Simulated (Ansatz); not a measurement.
# MgB2 (P6/mmm) in Ansatz: band structure with PBEsol

Aim: the band structure of MgB2 with PBEsol.

Everything below comes from runs of Ansatz 0.2.0. Logs are shortened: lines on timing, memory, paths and dates and some standing lists are left out, and cuts for length are marked.

### 1 The structure

Symmetry: P6/mmm, No. 191, hexagonal system. The conventional cell has a = 3.085 Å, b = 3.085 Å, c = 3.523 Å, α = 90.00°, β = 90.00°, γ = 120.00°. Mg (site symmetry 6/mmm) is surrounded by 12 B at 2.51 Å. Around B (site symmetry -6m2) lie 3 B at 1.78 Å.

### 2 Band structure, PBEsol

input.yaml

```yaml
crystal:
  lattice:
    - [3.085, 0.0, 0.0]
    - [-1.5425, 2.6716883707, 0.0]
    - [0.0, 0.0, 3.523]
  atoms:
    - { symbol: Mg, position: [0.0, 0.0, 0.0] }
    - { symbol: B, position: [0.6666666667, 0.3333333333, 0.5] }
    - { symbol: B, position: [0.3333333333, 0.6666666667, 0.5] }
hamiltonian:
  xc: pbesol
  pseudopotentials: { kind: paw }
kpoints:
  mp_grid: { grid: [10, 10, 8] }
  band_path:
    path:
      - [[0.0, 0.0, 0.0], [0.5, 0.0, 0.0], [0.3333333333, 0.3333333333, 0.0], [0.0, 0.0, 0.0], [0.0, 0.0, 0.5], [0.5, 0.0, 0.5], [0.3333333333, 0.3333333333, 0.5], [0.0, 0.0, 0.5]]
      - [[0.5, 0.0, 0.5], [0.5, 0.0, 0.0]]
      - [[0.3333333333, 0.3333333333, 0.0], [0.3333333333, 0.3333333333, 0.5]]
    npoints: 14
scf:
  occupations: { method: fermi_dirac, width: 0.05 }
  n_extra_bands: 7
output:
  forces: true
  stress: true
  eigenvalues: true
  fatbands: true
  write_density: true
  write_potential: true
  elf: true
  volumetric_format: npy
```

Potentials or basis: Ansatz PAW.

Started as:

```
$ ansatz run input.yaml --threads 2 --pin off --max-ram 5632MiB --backend cpu --events-out ev --progress --plain --runs-dir out
```

Standard output:

```text
Warning: RAYON_NUM_THREADS=2 ignored (pool sized by the plan → 2); use --threads N
scf.n_extra_bands = 7 over 8 filled bands (N_el = 16.0): the run solves 15 bands
Engine: ansatz 0.2.0, x86_64-unknown-linux-gnu
Pseudopotentials: kind: paw
Pseudopotential: Mg, paw, valence charge 10, recommended cutoff 420 eV (normal), Mg.paw.azcp
Pseudopotential: B, paw, valence charge 3, recommended cutoff 420 eV (normal), B.paw.azcp
Functional definition: PBEsol
  exchange = pbesol_x
  correlation = pbesol_c
Crystal: 3 atoms, lattice volume = 29.037 Å³
Basis set: ecut = 420 eV, 563 PW (Γ), exchange–correlation on 48×48×48 points (8 copies of the dense FFT grid, shifted against one another)
Bands: 15, of which v1, the nominal top of the filled ones, is band 8 counted from 1 (7 counted from 0)
Symmetry: 24 space group operations
Space group: P6/mmm (ITA 191), of the structure as read, at distance tolerance 3.1e-5 Å
k-points: 70 of 800
Non-local potential: Mg, projectors of the file, l = 0: 3, l = 1: 2, l = 2: 1
Non-local potential: B, projectors of the file, l = 0: 2, l = 1: 2, l = 2: 1
PAW form: soft (Blöchl's): semilocal exchange-correlation on the pseudo side does not see the compensation charge
PAW frozen core: Mg, regenerated for the run's functional, and the local potential with it (the file was generated under x = pbe(κ = 0.804, μ = 0.2195149727645171), c = pbe(β = 0.06672455060314922))
PAW frozen core: B, regenerated for the run's functional, and the local potential with it (the file was generated under x = pbe(κ = 0.804, μ = 0.2195149727645171), c = pbe(β = 0.06672455060314922))
PAW one-centre angular grid: Mg, 110 points (default); XC on 64 Gauss nodes
PAW one-centre angular grid: B, 110 points (default); XC on 64 Gauss nodes
Initial density: superposition of atomic densities (neutral atoms: chi_scale 0, normalization atom), corrected by the library's trained network
Initial wavefunctions: pseudopotential atomic-orbital guess
Functional: x = pbesol(κ = 0.804, μ = 0.12345679012345678), c = pbesol(β = 0.046)
SCF iter   1: F=—  HF=-2217.785377 eV  |F-HF|=—  |Δ(HF+E_count)|=         —  Δρ=3.43e-3  dr2=3.76e-3  ethr=1.77e-3  ⟨swp⟩=5.1  Hψ=5299  notcnv=0  defer=32
preconditioner: auto → none  [metal: Δε(μ)=0.048 eV  Ē_g=13.747 eV  σ=0.050 eV  W_gap=0.23  n_scr=8 (ndim 8)  ℏωp=19.5 eV  f_vac=0.000  D(μ)=0.81/eV (n_scr^D=2)  sad-step TF]
SCF iter   2: F=—  HF=-2217.784781 eV  |F-HF|=—  |Δ(HF+E_count)|=   5.96e-4  Δρ=2.03e-3  dr2=1.46e-3  ethr=2.35e-5  ⟨swp⟩=1.5  Hψ=1719  notcnv=0  defer=88
SCF iter   3: F=—  HF=-2217.784338 eV  |F-HF|=—  |Δ(HF+E_count)|=   4.43e-4  Δρ=2.99e-4  dr2=2.73e-5  ethr=9.10e-6  ⟨swp⟩=2.6  Hψ=1320  notcnv=0  defer=88
SCF iter   4: F=—  HF=-2217.784347 eV  |F-HF|=—  |Δ(HF+E_count)|=   8.65e-6  Δρ=7.50e-5  dr2=3.18e-6  ethr=1.71e-7  ⟨swp⟩=2.6  Hψ=1417  notcnv=0  defer=88
SCF iter   5: F=—  HF=-2217.784346 eV  |F-HF|=—  |Δ(HF+E_count)|=   9.08e-7  Δρ=1.94e-5  dr2=1.29e-7  ethr=1.99e-8  ⟨swp⟩=1.9  Hψ=1051  notcnv=0  defer=88
SCF iter   6: F=-2217.784346 eV  HF=-2217.784346 eV  |F-HF|=3.04e-10  |Δ(HF+E_count)|=   4.00e-8  Δρ=1.52e-6  dr2=8.36e-10  ethr=6.25e-10  ⟨swp⟩=11.3  Hψ=6011  notcnv=0
SCF 1 converged in 6 iterations: F = -2217.784346 eV  dr2 = 8.36e-10
NSCF: frozen V_eff on 129 k-points
SCF converged after 6 iterations
Free energy (F): -2217.784346 eV
Harris-Foulkes:  -2217.784346 eV  (|F-HF|=3.04e-10)
Internal energy: -2217.777978 eV  (E = F + TS)
E sigma→0 (E₀):  -2217.781162 eV
Entropy (-TS):   -0.006368 eV (-2.123 meV/atom)
Fermi energy:    9.218449 eV
--- Per-component energies (eV) ---
  E_band       = -292.423671
  E_kinetic    = 173.470664
  E_local      = -1521.224325  (includes V_loc(G=0)·N_el)
  E_nonlocal   = 118.686894
  E_hartree    = 541.040715
  E_xc         = -93.495242
  E_vxc        = -114.550564  (∫ρ·V_xc dr)
  E_paw        = -431.483918  (= ΣΔE_a)
  E_vpaw       = -30.887426  (= ΣTr[D̂ρ^β])
  E_aug_tail   = -0.000013  (compensation charges beyond the density's cutoff)
  E_ewald      = -1004.861037
  E_core_change = 0.088284  (= ΣΔE_core)
  E_smearing   = -0.006368  (= −TS)
  E_closure    = 0.000000  (closes the sum)
  Σ components = -2217.784346   (vs F -2217.784346, Δ=0.00e0)
--- Forces (eV/Å), atoms counted from 1 ---
  atom   1  Mg     0.00000000    -0.00000000     0.00000000
  atom   2  B     -0.00000000     0.00000000     0.00000000
  atom   3  B      0.00000000    -0.00000000     0.00000000
  max |Σ_I F_I| component: 2.78e-17 eV/Å
--- Stress (GPa, compression-positive) ---
       -2.951040      -0.000000       0.000000
        0.000000      -2.951040       0.000000
        0.000000       0.000000      -3.125701
  P = ⅓ Tr σ = -3.0093 GPa (-30.093 kbar)
--- Band table (eV; the first three rows and the last of 70) ---
  k-point 0: bands = ["-65.6117", "-32.5513", "-32.5513", "-32.5383", "-3.2265", "6.2398", "9.5568", "9.5568", "10.7837", "15.4514", "15.4514", "17.2680", "19.1102", "21.7110", "25.2615"]
  k-point 1: bands = ["-65.6116", "-32.5513", "-32.5513", "-32.5394", "-3.0910", "5.2667", "9.6083", "9.6083", "12.0716", "15.4970", "15.4970", "17.2435", "19.1021", "21.8383", "24.1568"]
  k-point 2: bands = ["-65.6115", "-32.5511", "-32.5511", "-32.5421", "-2.7111", "3.6450", "9.7376", "9.7376", "14.6272", "15.6128", "15.6128", "17.1846", "19.0838", "22.1877", "22.6056"]
  k-point 69: bands = ["-65.6076", "-32.5820", "-32.5744", "-32.5386", "2.1475", "3.3647", "4.2932", "6.4338", "7.8287", "12.8830", "19.8710", "20.4325", "22.5372", "22.6745", "23.2529"]
```

It took 1.9 s on 2 threads of AMD EPYC 7R43 (Zen 3), shared host; peak memory 0.37 GiB.

Results:

- Free energy: -2217.7843 eV
- Pressure: -3.0 GPa
- Band gap on the k mesh: none (metal or under the smearing width)

Levels at the corners of the path, in eV from the Fermi level:
```csv
point,band 4,band 5,band 6,band 7,band 8,band 9,band 10,band 11,band 12,band 13
Γ,-41.76,-12.44,-2.98,0.34,0.34,1.57,6.23,6.23,8.05,9.89
M,-41.75,-8.54,-7.87,-2.20,0.17,3.02,3.79,5.23,7.01,12.45
K,-41.75,-7.27,-7.27,-5.92,1.75,1.75,6.08,6.08,8.67,8.93
Γ,-41.76,-12.44,-2.98,0.34,0.34,1.57,6.23,6.23,8.05,9.89
A,-41.76,-11.14,-7.49,0.72,0.72,6.57,6.57,7.88,9.84,9.89
L,-41.76,-7.56,-6.95,-3.62,-1.91,-1.37,5.63,8.65,8.80,12.94
H,-41.76,-6.37,-6.37,-5.23,-2.07,-2.07,3.45,11.51,11.85,11.85
A,-41.76,-11.14,-7.49,0.72,0.72,6.57,6.57,7.88,9.84,9.89
L,-41.76,-7.56,-6.95,-3.62,-1.91,-1.37,5.63,8.65,8.80,12.94
M,-41.75,-8.54,-7.87,-2.20,0.17,3.02,3.79,5.23,7.01,12.45
K,-41.75,-7.27,-7.27,-5.92,1.75,1.75,6.08,6.08,8.67,8.93
H,-41.76,-6.37,-6.37,-5.23,-2.07,-2.07,3.45,11.51,11.85,11.85
```

Caveat: the PAW data sets come from PBE, with cores solved anew for the run's functional, which leaves a small shift of forces and pressure.

### 3 For comparison

An earlier run on the cell as given: functional PBEsol; potentials or basis Ansatz PAW; cutoff 420 eV (not typed: the program's choice for these potentials); k mesh 10 × 10 × 8; occupations fermi-dirac, width 0.05 eV; no spin polarisation.

* Pressure: -3.0 GPa
* Band gap on the k mesh: none (metal or under the smearing width)
